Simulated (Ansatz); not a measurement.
## Y2COS MXene monolayer in a perpendicular field

Wanted: the out-of-plane response of the Y2COS MXene monolayer. A positive field points along +c.

Calculated with Ansatz 0.2.0; plane-wave DFT, PBE-D3(BJ), Ansatz PAW.

### Step 1. Set-up

The cell holds 5 atoms: 1 S, 2 Y, 1 C and 1 O. Its edges and angles: a = 3.478 Å, b = 3.478 Å, c = 42.797 Å, α = 90.0°, β = 90.0°, γ = 120.0°. Vacuum lies along c.

### Step 2. Relaxing the slab

The starting cell is a guess, so the in-plane lattice and the atoms are relaxed first, with the slab cut off from its images along the normal.

input.yaml

```yaml
crystal:
  lattice:
    - [3.47776, 0.0, 0.0]
    - [-1.73888, 3.0118285083, 0.0]
    - [0.0, 0.0, 42.7972203109]
  atoms:
    - { symbol: S, position: [0.3333333333, 0.6666666667, 0.4311027648] }
    - { symbol: "Y", position: [0.6666666667, 0.3333333333, 0.4753503205] }
    - { symbol: C, position: [0.0, 0.0, 0.5074138852] }
    - { symbol: "Y", position: [0.3333333333, 0.6666666667, 0.5394774499] }
    - { symbol: O, position: [0.6666666667, 0.3333333333, 0.5688972352] }
  periodic: [true, true, false]
kpoints:
  mp_grid: { grid: [12, 12, 1] }
hamiltonian:
  xc: pbe
  dispersion: d3bj
scf:
  occupations: { method: fermi_dirac, width: 0.05 }
  convergence: { dr2_threshold: 1.0e-09 }
relax:
  f_tol: 0.004
  max_steps: 90
  cell: {}
output:
  write_potential: true
  write_density: true
  volumetric_format: npy
```

On the command line:

```sh
$ ansatz run input.yaml --threads 2 --pin off --max-ram 3072MiB --backend cpu --events-out ev --progress --plain --runs-dir out
```

Numbers of over 12 decimals in the logs are rounded to 6 here.

What it wrote:

```text
Warning: relax.cell: scf.convergence.dr2_threshold = 1e-9 eV is looser than the 1.97846156914e-10 eV advised for a relaxation that steers and ends on the stress (1e-10 eV for each atom of the cell: 5, times the square of relax.cell.stress_2d_tol = 0.05 N/m over 15.9 Å (the atoms' height at the walk's start and 5 Å past either face), 3.145e-2 GPa, over a crystal's default 0.05). What an SCF threshold leaves in a stress goes as its square root, and in the free energy as the threshold itself, and one threshold admits the most on a small cell: [figures from the program's tests cut] Set scf.convergence.dr2_threshold to 1.97846156914e-10 eV or tighter. [rest of the remark cut]
Engine: ansatz 0.2.0, x86_64-unknown-linux-gnu
Pseudopotentials: kind: paw
Pseudopotential: S, paw, valence charge 6, recommended cutoff 420 eV (normal), S.paw.azcp
Pseudopotential: Y, paw, valence charge 11, recommended cutoff 420 eV (normal), Y.paw.azcp
Pseudopotential: C, paw, valence charge 4, recommended cutoff 420 eV (normal), C.paw.azcp
Pseudopotential: O, paw, valence charge 6, recommended cutoff 420 eV (normal), O.paw.azcp
Functional definition: PBE
  parameter kappa = 0.804
  parameter beta = 0.066725
  exchange = pbe_x(kappa = kappa, mu = beta*pi^2/3)
  correlation = pbe_c(beta = beta)
Crystal: 5 atoms, lattice volume = 448.276 Å³
Basis set: ecut = 420 eV, 8717 PW (Γ), exchange–correlation on 48×48×576 points (8 copies of the dense FFT grid, shifted against one another)
Bands: 24, of which v1, the nominal top of the filled ones, is band 19 counted from 1 (18 counted from 0)
Symmetry: 6 space group operations
Space group: P3m1 (ITA 156), of the structure as read, at distance tolerance 7.7e-5 Å
k-points: 19 of 144 (time reversal used)
Non-local potential: S, projectors of the file, l = 0: 2, l = 1: 2, l = 2: 2
Non-local potential: Y, projectors of the file, l = 0: 3, l = 1: 2, l = 2: 2, l = 3: 1
Non-local potential: C, projectors of the file, l = 0: 2, l = 1: 2, l = 2: 1
Non-local potential: O, projectors of the file, l = 0: 2, l = 1: 2, l = 2: 1
PAW form: soft (Blöchl's): semilocal exchange-correlation on the pseudo side does not see the compensation charge
PAW one-centre angular grid: S, 110 points (default); XC on 64 Gauss nodes
PAW one-centre angular grid: Y, 590 points (default); XC on 64 Gauss nodes
PAW one-centre angular grid: C, 110 points (default); XC on 64 Gauss nodes
PAW one-centre angular grid: O, 110 points (default); XC on 64 Gauss nodes
Initial density: superposition of atomic densities (neutral atoms: chi_scale 0, normalization atom), corrected by the library's trained network
Initial wavefunctions: pseudopotential atomic-orbital guess
Functional: x = pbe(κ = 0.804, μ = 0.219515), c = pbe(β = 0.066725)
SCF iter   1: F=—  HF=-9421.217477 eV  |F-HF|=—  |Δ(HF+E_count)|=         —  Δρ=1.63e-2  dr2=2.01e1  ethr=1.77e-3  ⟨swp⟩=11.9  Hψ=3483  notcnv=0
preconditioner: auto → LDOS  [metal: Δε(μ)=0.027 eV  Ē_g=13.697 eV  σ=0.050 eV  W_gap=0.13  n_scr=24 (ndim 8)  ℏωp=10.2 eV  f_vac=0.782  D(μ)=4.61/eV (n_scr^D=18)  β→1.0]
SCF iter   2: F=—  HF=-9420.938849 eV  |F-HF|=—  |Δ(HF+E_count)|=   2.79e-1  Δρ=1.03e-2  dr2=8.18e-1  ethr=1.77e-3  ⟨swp⟩=3.9  Hψ=982  notcnv=0
SCF iter   3: F=—  HF=-9420.850680 eV  |F-HF|=—  |Δ(HF+E_count)|=   8.82e-2  Δρ=4.08e-3  dr2=1.95e-1  ethr=1.77e-3  ⟨swp⟩=2.2  Hψ=623  notcnv=0
SCF iter   4: F=—  HF=-9420.835607 eV  |F-HF|=—  |Δ(HF+E_count)|=   1.51e-2  Δρ=1.09e-3  dr2=1.40e-2  ethr=5.13e-4  ⟨swp⟩=2.9  Hψ=859  notcnv=0
SCF iter   5: F=—  HF=-9420.833899 eV  |F-HF|=—  |Δ(HF+E_count)|=   1.71e-3  Δρ=4.04e-4  dr2=1.48e-3  ethr=3.69e-5  ⟨swp⟩=3.1  Hψ=959  notcnv=0
SCF iter   6: F=—  HF=-9420.834053 eV  |F-HF|=—  |Δ(HF+E_count)|=   1.54e-4  Δρ=1.15e-4  dr2=9.23e-5  ethr=3.89e-6  ⟨swp⟩=2.5  Hψ=767  notcnv=0
SCF iter   7: F=—  HF=-9420.834074 eV  |F-HF|=—  |Δ(HF+E_count)|=   2.09e-5  Δρ=4.78e-5  dr2=1.27e-5  ethr=2.43e-7  ⟨swp⟩=3.5  Hψ=1101  notcnv=0
SCF iter   8: F=—  HF=-9420.834070 eV  |F-HF|=—  |Δ(HF+E_count)|=   3.84e-6  Δρ=9.65e-6  dr2=6.41e-7  ethr=3.35e-8  ⟨swp⟩=2.8  Hψ=936  notcnv=0
SCF iter   9: F=—  HF=-9420.834222 eV  |F-HF|=—  |Δ(HF+E_count)|=   1.52e-4  Δρ=4.56e-6  dr2=2.70e-7  ethr=1.69e-9  ⟨swp⟩=3.4  Hψ=1018  notcnv=0
SCF iter  10: F=—  HF=-9420.834222 eV  |F-HF|=—  |Δ(HF+E_count)|=   1.92e-7  Δρ=2.04e-6  dr2=4.25e-8  ethr=7.09e-10  ⟨swp⟩=2.2  Hψ=666  notcnv=0
SCF iter  11: F=—  HF=-9420.834222 eV  |F-HF|=—  |Δ(HF+E_count)|=   5.64e-8  Δρ=8.04e-7  dr2=6.77e-9  ethr=1.12e-10  ⟨swp⟩=2.8  Hψ=901  notcnv=0
SCF iter  12: F=-9420.834222 eV  HF=-9420.834222 eV  |F-HF|=1.62e-8  |Δ(HF+E_count)|=   3.54e-8  Δρ=2.67e-7  dr2=8.99e-10  ethr=2.63e-12  ⟨swp⟩=10.5  Hψ=4173  notcnv=0
SCF 1 converged in 12 iterations: F = -9420.834222 eV  dr2 = 8.99e-10
  greatest PAW one-centre occupation: 0.993 electrons in one spin orbital (limit 2), on the Y atom at site 3 (counted from 0), in its partial waves of l = 0
relax step   1: F+E_penalty+E_count = -9420.83422219 eV  Δ(F+E_penalty+E_count) = +0.000e0 eV  max|allowed force component| = 5.430e0 eV/Å  Δτ_max = 0.0000 Å  P = +4.304 N/m  Ω = 448.276 Å³  fix = [c, alpha, beta]  reactions: c +0.000 N/m  (12 SCF iters, accepted)
Crystal: 5 atoms, lattice volume = 451.129 Å³
Basis set: ecut = 420 eV, 8813 PW (Γ), exchange–correlation on 48×48×576 points (8 copies of the dense FFT grid, shifted against one another)
Initial density: handed on by an earlier stage of this run
Initial wavefunctions: those handed on with the density
SCF iter   1: F=—  HF=-9422.565461 eV  |F-HF|=—  |Δ(HF+E_count)|=         —  Δρ=2.04e-2  dr2=7.75e0  ethr=3.10e-3  ⟨swp⟩=18.2  Hψ=3534  notcnv=0
preconditioner: auto → LDOS  [metal: Δε(μ)=0.050 eV  Ē_g=14.028 eV  σ=0.050 eV  W_gap=0.24  n_scr=24 (ndim 8)  ℏωp=10.2 eV  f_vac=0.779  D(μ)=3.45/eV (n_scr^D=16)  β→1.0]
SCF iter   2: F=—  HF=-9422.237907 eV  |F-HF|=—  |Δ(HF+E_count)|=   3.28e-1  Δρ=1.34e-2  dr2=4.80e0  ethr=3.10e-3  ⟨swp⟩=4.4  Hψ=1089  notcnv=0
SCF iter   3: F=—  HF=-9422.044894 eV  |F-HF|=—  |Δ(HF+E_count)|=   1.93e-1  Δρ=5.03e-3  dr2=4.47e-1  ethr=3.10e-3  ⟨swp⟩=3.7  Hψ=1000  notcnv=0
SCF iter   4: F=—  HF=-9422.018736 eV  |F-HF|=—  |Δ(HF+E_count)|=   2.62e-2  Δρ=2.39e-3  dr2=5.33e-2  ethr=1.18e-3  ⟨swp⟩=2.3  Hψ=608  notcnv=0
SCF iter   5: F=—  HF=-9422.016136 eV  |F-HF|=—  |Δ(HF+E_count)|=   2.60e-3  Δρ=7.59e-4  dr2=2.43e-2  ethr=1.40e-4  ⟨swp⟩=3.2  Hψ=874  notcnv=0
SCF iter   6: F=—  HF=-9422.016077 eV  |F-HF|=—  |Δ(HF+E_count)|=   5.89e-5  Δρ=2.35e-4  dr2=2.24e-3  ethr=6.39e-5  ⟨swp⟩=1.2  Hψ=558  notcnv=0
[...]
[... from here on, the SCF cycles and remarks between the steps are left out ...]
relax step   4: F+E_penalty+E_count = -9422.40585883 eV  Δ(F+E_penalty+E_count) = -5.518e-2 eV  max|allowed force component| = 2.273e-1 eV/Å  Δτ_max = 0.0436 Å  P = +0.678 N/m  Ω = 476.857 Å³  energy of the carried Pulay correction = -6.470e-3 eV  fix = [c, alpha, beta]  reactions: c +0.000 N/m  (11 SCF iters, accepted)
relax step   5: F+E_penalty+E_count = -9422.40864504 eV  Δ(F+E_penalty+E_count) = -2.786e-3 eV  max|allowed force component| = 1.458e-1 eV/Å  Δτ_max = 0.0119 Å  P = +0.266 N/m  Ω = 479.555 Å³  energy of the carried Pulay correction = -7.061e-3 eV  fix = [c, alpha, beta]  reactions: c +0.000 N/m  (10 SCF iters, accepted)
relax step   6: F+E_penalty+E_count = -9422.41019769 eV  Δ(F+E_penalty+E_count) = -1.553e-3 eV  max|allowed force component| = 3.530e-2 eV/Å  Δτ_max = 0.0097 Å  P = -0.074 N/m  Ω = 481.441 Å³  energy of the carried Pulay correction = -7.471e-3 eV  fix = [c, alpha, beta]  reactions: c -0.000 N/m  (10 SCF iters, accepted)
relax step   7: F+E_penalty+E_count = -9422.41041323 eV  Δ(F+E_penalty+E_count) = -2.155e-4 eV  max|allowed force component| = 1.687e-2 eV/Å  Δτ_max = 0.0039 Å  P = +0.053 N/m  Ω = 480.876 Å³  energy of the carried Pulay correction = -7.349e-3 eV  fix = [c, alpha, beta]  reactions: c +0.000 N/m  (8 SCF iters, accepted)
relax step   8: F+E_penalty+E_count = -9422.41041249 eV  Δ(F+E_penalty+E_count) = +7.365e-7 eV  max|allowed force component| = 4.785e-4 eV/Å  Δτ_max = 0.0016 Å  P = +0.001 N/m  Ω = 481.031 Å³  energy of the carried Pulay correction = -7.382e-3 eV  fix = [c, alpha, beta]  reactions: c +0.000 N/m  (8 SCF iters, accepted)
relax step   9: F+E_penalty+E_count = -9422.42182497 eV  Δ(F+E_penalty+E_count) = -1.141e-2 eV  max|allowed force component| = 1.059e-3 eV/Å  Δτ_max = 0.0000 Å  P = +0.187 N/m  Ω = 481.031 Å³  fix = [c, alpha, beta]  reactions: c +0.000 N/m  stress off target by 1.87e-1 N/m on what of the cell is left free  SCF on the basis re-selected at this cell (its energy is not comparable with the rows above)  (7 SCF iters)
relax step  10: F+E_penalty+E_count = -9422.42175254 eV  Δ(F+E_penalty+E_count) = +7.243e-5 eV  max|allowed force component| = 3.973e-4 eV/Å  Δτ_max = 0.0045 Å  P = +0.017 N/m  Ω = 482.169 Å³  energy of the carried Pulay correction = -2.444e-4 eV  fix = [c, alpha, beta]  reactions: c +0.000 N/m  (9 SCF iters, accepted)
iter 1 solved again at ethr=2.39e-7 eV; its pass at ethr=3.10e-3 eV (dr2=9.07e-5 eV) is discarded
SCF iter   1: F=—  HF=-9422.421699 eV  |F-HF|=—  |Δ(HF+E_count)|=         —  Δρ=1.15e-5  dr2=6.58e-8  ethr=2.39e-7  ⟨swp⟩=5.3  Hψ=5297  notcnv=0
eigensolver tolerance schedule: the retry pair's looser diagonalisation over-reported the residual by 1376.54 of it (diagonalisation noise at 0.12 of the residual, at the tolerance the schedule requests for it); recorded, not acted on — ethr = c·dr2/N_el stays at c = 1.0e-1
preconditioner: auto → LDOS  [metal: Δε(μ)=0.021 eV  Ē_g=8.154 eV  σ=0.050 eV  W_gap=0.11  n_scr=24 (ndim 8)  ℏωp=7.9 eV  f_vac=0.787  D(μ)=4.65/eV (n_scr^D=16)  β→1.0]
SCF iter   2: F=—  HF=-9422.422033 eV  |F-HF|=—  |Δ(HF+E_count)|=   3.34e-4  Δρ=4.70e-6  dr2=7.53e-8  ethr=1.73e-10  ⟨swp⟩=4.9  Hψ=1565  notcnv=0
SCF iter   3: F=—  HF=-9422.422027 eV  |F-HF|=—  |Δ(HF+E_count)|=   6.25e-6  Δρ=1.06e-6  dr2=2.46e-9  ethr=1.73e-10  ⟨swp⟩=2.0  Hψ=658  notcnv=0
SCF iter   4: F=-9422.422033 eV  HF=-9422.422033 eV  |F-HF|=1.68e-7  |Δ(HF+E_count)|=   6.13e-6  Δρ=2.97e-7  dr2=4.27e-10  ethr=2.63e-12  ⟨swp⟩=18.9  Hψ=4539  notcnv=0
SCF 11 converged in 4 iterations: F = -9422.422033 eV  dr2 = 4.27e-10
relax step  11: F+E_penalty+E_count = -9422.42203303 eV  Δ(F+E_penalty+E_count) = -2.805e-4 eV  max|allowed force component| = 4.067e-4 eV/Å  Δτ_max = 0.0000 Å  P = +0.018 N/m  Ω = 482.169 Å³  fix = [c, alpha, beta]  reactions: c +0.000 N/m  stress off target by 1.83e-2 N/m on what of the cell is left free  SCF on the basis re-selected at this cell (its energy is not comparable with the rows above)  (4 SCF iters)
basis re-selected at this cell: Δ(F+E_penalty+E_count) = -2.805e-4 eV, ΔP = +0.002 N/m vs the last step (what re-selecting the basis moved, of the pressure what is left beyond the Pulay correction that the steps carried, after the strain that the cell walked since its last selection, with what the two solves' SCF thresholds leave and, on support functions, any second-order correction that the steps lacked; it is no m [...]
WARN: The output density's exchange-correlation potential varies sharply where the density is thin. Do not read a vacuum level from v_tot or v_xc, or from such a field of the output density. On a cell that repeats whose density bears no net charge and no dipole along the vacuum's axis use v_es (v_loc + v_h of the components); under efield.dipole_correction with no amplitude use v_es + v_field, which holds any externa [...]
SCF converged after 4 iterations
Free energy (F): -9422.422033 eV
Harris-Foulkes:  -9422.422033 eV  (|F-HF|=1.68e-7)
Internal energy: -9422.384992 eV  (E = F + TS)
E sigma→0 (E₀):  -9422.403513 eV
Entropy (-TS):   -0.037041 eV (-7.408 meV/atom)
Fermi energy:    -6.000041 eV
--- Per-component energies (eV) ---
  E_band       = -739.747529
  E_kinetic    = 978.468603
  E_local      = -98779.601350  (includes V_loc(G=0)·N_el)
  E_nonlocal   = 203.280108
  E_hartree    = 48825.414983
  E_xc         = -566.616066
  E_vxc        = -640.428594  (∫ρ·V_xc dr)
  E_paw        = -6507.136598  (= ΣΔE_a)
  E_vpaw       = -152.298608  (= ΣTr[D̂ρ^β])
  E_aug_tail   = 0.002439  (compensation charges beyond the density's cutoff)
  E_ewald      = 46424.800709
  E_disp       = -0.997821  (pairwise vdW)
  E_smearing   = -0.037041  (= −TS)
  E_closure    = -0.000000  (closes the sum)
  Σ components = -9422.422033   (vs F -9422.422033, Δ=0.00e0)
--- Forces (eV/Å), atoms counted from 1 ---
  atom   1  S      0.00000000    -0.00000000     0.00040740
  atom   2  Y      0.00000000     0.00000000    -0.00006533
  atom   3  C      0.00000000     0.00000000    -0.00012427
  atom   4  Y      0.00000000     0.00000000    -0.00014384
  atom   5  O      0.00000000    -0.00000000    -0.00007035
  max |Σ_I F_I| component: 3.60e-6 eV/Å
--- 2D stress c σ (N/m, compression-positive) ---
        0.018331       0.000000      -0.000000
        0.000000       0.018331      -0.000000
       -0.000000      -0.000000       0.000000
  P = ½ c Tr σ = 0.0183 N/m
--- Band table (eV; the first three rows and the last of 19) ---
  k-point 0: bands = [... 15 lower, -6.7873, -6.7873, -6.0587, -5.0785, -5.0785, -2.1402, -1.8341, -1.8122, ... 1 higher]
  k-point 1: bands = [... 15 lower, -7.0282, -6.7701, -5.8603, -5.4418, -5.2016, -2.1496, -1.8696, -1.7281, ... 1 higher]
  k-point 2: bands = [... 15 lower, -7.2986, -6.7432, -6.2744, -5.6538, -5.4601, -2.4711, -1.6163, -1.5597, ... 1 higher]
  k-point 18: bands = [... 15 lower, -7.7569, -7.4345, -7.1421, -6.6940, -6.3367, -2.0703, -1.1141, -0.9719, ... 1 higher]
  the weakly bound empty levels are not read free of the cell's end (no_gap_told)
--- Relaxed structure (9 steps of the walk, 9 accepted, 2 SCFs on fresh bases) ---
  F+E_penalty+E_count = -9422.42203303 eV   max|allowed force component| = 4.067e-4 eV/Å   (the final SCF, on the basis selected at the relaxed cell)
  cell:  # Å, volume = 482.1689 Å³
    - [3.606837, 0, 0]
    - [-1.803418, 3.123612, 0]
    - [0, 0, 42.7972203109]
  atoms:
    - { symbol: S, position: [0.333333, 0.666667, 0.434869] }
    - { symbol: Y, position: [0.666667, 0.333333, 0.473023] }
    - { symbol: C, position: [-2.2471641596386985e-18, 0, 0.504947] }
    - { symbol: Y, position: [0.333333, 0.666667, 0.546634] }
    - { symbol: O, position: [0.666667, 0.333333, 0.562769] }
```

Run time: 92 s. Hardware: 2 threads of Intel Xeon Platinum 8488C (Sapphire Rapids), shared host; peak memory 0.79 GiB; 3 min of CPU time.

Step by step:

| step | energy less that of the first step (eV) | largest force component (eV/Å) | volume (Å³) |
| --- | --- | --- | --- |
| 1 | 0.0000 | 5.4295 | 448.28 |
| 2 | -1.1820 | 2.5768 | 451.13 |
| 3 | -1.5165 | 0.6805 | 465.17 |
| 4 | -1.5716 | 0.2273 | 476.86 |
| 5 | -1.5744 | 0.1458 | 479.55 |
| 6 | -1.5760 | 0.0353 | 481.44 |
| 7 | -1.5762 | 0.0169 | 480.88 |
| 8 | -1.5762 | 0.0005 | 481.03 |
| 9* | -1.5876 | 0.0011 | 481.03 |
| 10 | -1.5875 | 0.0004 | 482.17 |
| 11* | -1.5878 | 0.0004 | 482.17 |

Relaxation steps marked * repeat the geometry before them on a plane-wave basis chosen anew for their cell, so energy and pressure can jump there.

The run keeps the 6 symmetry operations that it works with, so distortions that break them were not tested.

| cell as run | before | after | change |
| --- | --- | --- | --- |
| a (Å) | 3.478 | 3.607 | +3.7 % |
| b (Å) | 3.478 | 3.607 | +3.7 % |

The atoms that moved most (Å, along periodic axes as changes of fractional coordinates times the final cell, across vacuum about the mean position):

| atom | dx | dy | dz | length |
| --- | --- | --- | --- | --- |
| Y4 | 0.000 | 0.000 | 0.306 | 0.306 |
| O5 | 0.000 | 0.000 | -0.262 | 0.262 |
| S1 | 0.000 | 0.000 | 0.161 | 0.161 |
| C3 | 0.000 | 0.000 | -0.106 | 0.106 |
| Y2 | 0.000 | 0.000 | -0.100 | 0.100 |

Final coordinates:

```cif
data_structure
_symmetry_space_group_name_H-M 'P 1'
_symmetry_Int_Tables_number 1
_cell_length_a 3.6068
_cell_length_b 3.6068
_cell_length_c 42.7972
_cell_angle_alpha 90.000
_cell_angle_beta 90.000
_cell_angle_gamma 120.000
_cell_volume 482.17
loop_
_atom_site_label
_atom_site_type_symbol
_atom_site_fract_x
_atom_site_fract_y
_atom_site_fract_z
_atom_site_occupancy
S1 S 0.33333 0.66667 0.43487 1
Y2 Y 0.66667 0.33333 0.47302 1
C3 C 0.00000 0.00000 0.50495 1
Y4 Y 0.33333 0.66667 0.54663 1
O5 O 0.66667 0.33333 0.56277 1
```

Numbers from this step:

| Item | Value |
| --- | --- |
| energy at zero smearing | -9422.4035 eV |

The lattice constant a goes from 3.478 to 3.607 Å.

[end of part 1 of 2]

[Logs are printed without paths, hosts, clocks, repeated set-up lines and the standing remarks that a program may print on its own settings, such as how far it seeks lower states.]

[Hosts, paths, dates, database ids (printed as entryN), source tags and the programs' standing remarks are cut or masked in the printed files.]

[Maps of the electrostatic potential energy from Ansatz leave out the sawtooth potential of an applied field or a dipole correction, so their vacuum need not be flat; planar profiles and work functions include it.]
